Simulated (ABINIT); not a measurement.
**Ga in ABINIT: the effect of target pressure**

Crystal: Ga.

```
CELL_PARAMETERS angstrom
2.77842 0.00000 0.00000
0.00000 3.28161 0.00000
-1.34343 0.00000 3.99027
ATOMIC_POSITIONS crystal
Ga 0.13460 0.75000 0.77017
Ga 0.86540 0.25000 0.22983
```

This isn't the form of Ga at room conditions, which is orthorhombic.

Alike in all runs:

```yaml
Program: ABINIT 10.8.3 (patched build)
Task: relaxation of cell and atoms
Functional: PBEsol
Potentials_or_basis: JTH PAW PBE v2.0
Cutoff: 463 eV
k_mesh: 8 × 6 × 6
Occupations: fermi-dirac, width 0.05 eV
Spin: no spin polarisation
```

Each run relaxes the cell or the atoms first.

One run gave: relaxed volume 15.98 Å³/atom. Which target pressure did it use?
A. 0 GPa
B. 20 GPa
C. 10 GPa

C.

```tsv
target pressure	relaxed volume (Å³/atom)
0 GPa	17.97
10 GPa	15.98
20 GPa	14.77
```

Caveats: the PAW data sets were made with another functional, which shifts forces and pressure a little; the volume moved by over 15 % at a fixed basis, so the end points are rough (some runs).
